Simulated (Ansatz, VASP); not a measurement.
## MgS: VASP beside Ansatz

INCAR

```
SYSTEM = MgS
ALGO = Normal
EDIFF = 1E-6
EDIFFG = -0.005
ENCUT = 600
GGA = PS
IBRION = 2
ISIF = 3
ISMEAR = 0
LASPH = .True.
LCHARG = .False.
LREAL = .False.
LWAVE = .False.
NELM = 80
NSW = 100
PREC = Accurate
SIGMA = 0.02
```

File KPOINTS:

```
k-points
0
Gamma
  8 8 8
  0 0 0
```

File POSCAR:

```
MgS
1.0
    0.0000000000      2.8331200468      2.8331200468
    2.8331200468      0.0000000000      2.8331200468
    2.8331200468      2.8331200468      0.0000000000
Mg S
1 1
Direct
    0.0000000000      0.0000000000      0.0000000000
    0.7500000000      0.7500000000      0.7500000000
```

Input for Ansatz:

```yaml
crystal:
  lattice:
    - [0.0, 2.8331200468, 2.8331200468]
    - [2.8331200468, 0.0, 2.8331200468]
    - [2.8331200468, 2.8331200468, 0.0]
  atoms:
    - { symbol: Mg, position: [0.0, 0.0, 0.0] }
    - { symbol: S, position: [0.75, 0.75, 0.75] }
basis:
  ecutwfc: 420
kpoints:
  mp_grid: { grid: [8, 8, 8] }
hamiltonian:
  xc: pbesol
scf:
  occupations: { method: gaussian, width: 0.02 }
output:
  forces: true
  stress: true
  eigenvalues: true
  write_density: true
  write_potential: true
  elf: true
  volumetric_format: npy
relax:
  adjacent_minimum: "off"
  f_tol: 0.005
  max_steps: 80
  cell: { stress_tol: 0.05 }
```

The cell comes from a database or a generator and needn't be the stable form of this composition.

Alike in both runs: task relaxation of cell and atoms; functional PBEsol; k mesh 8 × 8 × 8; occupations gaussian, width 0.02 eV; no spin polarisation.

|  | VASP | Ansatz |
| --- | --- | --- |
| version | VASP 6.6.1 | Ansatz 0.2.0 |
| potentials or method | VASP PAW PBE potentials, release 64 (Mg, S) | scalar-relativistic, plane waves, PAW |
| plane-wave cutoff (eV) | 600 | 420 |
| valence electrons in the cell | 8 | 16 |

VASP gave:

* gap on the k mesh at the Fermi level, each at its own relaxed structure (eV): 3.33
* relaxed volume (Å³/atom): 22.54
* relaxed cell length with the largest relative difference (Å): 3.995

Question: Estimate Ansatz's values.

Answer: gap on the k mesh at the Fermi level, each at its own relaxed structure (eV): 3.32; relaxed volume (Å³/atom): 22.57; relaxed cell length with the largest relative difference (Å): 3.996.

The two sets of potentials don't hold the same shells in valence.

Caveats: the PAW data sets were made with another functional, which shifts forces and pressure a little (VASP). A k mesh can miss the band edges. Expect the measured gap to be larger: semilocal functionals such as PBEsol lack the derivative discontinuity.
